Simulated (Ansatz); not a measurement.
The system is Ta2N.

```
Ta N
1.0
     3.11286    0.00000    0.00000
    -1.55643    2.69582    0.00000
     0.00000    0.00000    4.86984
Ta N
2 1
Direct
  0.33333 0.66667 0.25471
  0.66667 0.33333 0.74529
  0.00000 0.00000 0.00000
```

The cell comes from a database or a generator and needn't be the stable form of this composition.

```yaml
Program: Ansatz 0.2.0
Task: relaxation of cell and atoms
Functional: RPBE
Dispersion: D3(BJ)
Potentials_or_basis: Ansatz PAW
Cutoff: "420 eV (not typed: the program's choice for these potentials)"
k_mesh: 10 × 10 × 6
Occupations: fermi-dirac, width 0.05 eV
Spin: no spin polarisation
```

At the start: volume 13.62 Å³/atom.

Problem. How do energy, volume and symmetry change on relaxing?

Solution. It ends after 8 steps and the volume is 11.92 Å³/atom (-12.5 %); space group P-3m1 (No. 164, to 0.05 Å).

Step by step:
| step | energy change (eV) | largest force (eV/Å) | volume (Å³) |
| --- | --- | --- | --- |
| 1 | 0.0000 | 0.0527 | 40.87 |
| 2 | -0.6149 | 1.9431 | 35.29 |
| 3 | -0.7028 | 0.2553 | 35.93 |
| 4 | -0.7057 | 0.0150 | 35.79 |
| 5 | -0.7058 | 0.0014 | 35.78 |
| 6 | -0.7012 | 0.0012 | 35.78 |
| 7 | -0.7013 | 0.0015 | 35.75 |
| 8 | -0.7012 | 0.0014 | 35.75 |

Final structure:
```
Ta N
1.0
     2.95311    0.00000    0.00000
    -1.47656    2.55747    0.00000
     0.00000    0.00000    4.73385
Ta N
2 1
Direct
  0.33333 0.66667 0.26010
  0.66667 0.33333 0.73990
  0.00000 0.00000 0.00000
```

Caveat: the plane-wave basis is chosen anew once the cell has moved, so the energies of steps on either side of that aren't comparable; pairwise dispersion overbinds metals, which lowers pressure and volume; the PAW data sets come from PBE, with cores solved anew for the run's functional, which leaves a small shift of forces and pressure.
